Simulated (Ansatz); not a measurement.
Cd (fcc type), DFT, PBE, PAW with Ansatz's default frozen-core files, scalar-relativistic (Ansatz 0.2.0), on 1 thread of Intel(R) Xeon(R) Platinum 8488C (Sapphire Rapids) (shared host).

Command: `ansatz run input.yaml --threads 1 --pin off --max-ram 3584MiB --backend cpu --events-out ev --progress --plain --runs-dir out`

```yaml
crystal:
  lattice:
    - [0.0, 2.2606409543, 2.2606409543]
    - [2.2606409543, 0.0, 2.2606409543]
    - [2.2606409543, 2.2606409543, 0.0]
  atoms:
    - { symbol: Cd, position: [0.0, 0.0, 0.0] }
kpoints:
  mp_grid: { grid: [15, 15, 15] }
scf:
  occupations: { method: fermi_dirac, width: 0.1 }
hamiltonian:
  xc: pbe
  pseudopotentials: { kind: paw }
output:
  forces: true
  stress: true
  write_density: true
  write_potential: true
  elf: true
  volumetric_format: npy
relax:
  f_tol: 0.005
  max_steps: 40
  cell: {}
```

How large is the problem that the program sets up?

120 irreducible k-points, 459 plane waves at Γ, 14 bands.

About how long does it take?

9.2 s of wall time for 19 SCF iterations over 3 geometries. Times on shared machines scatter by tens of per cent.
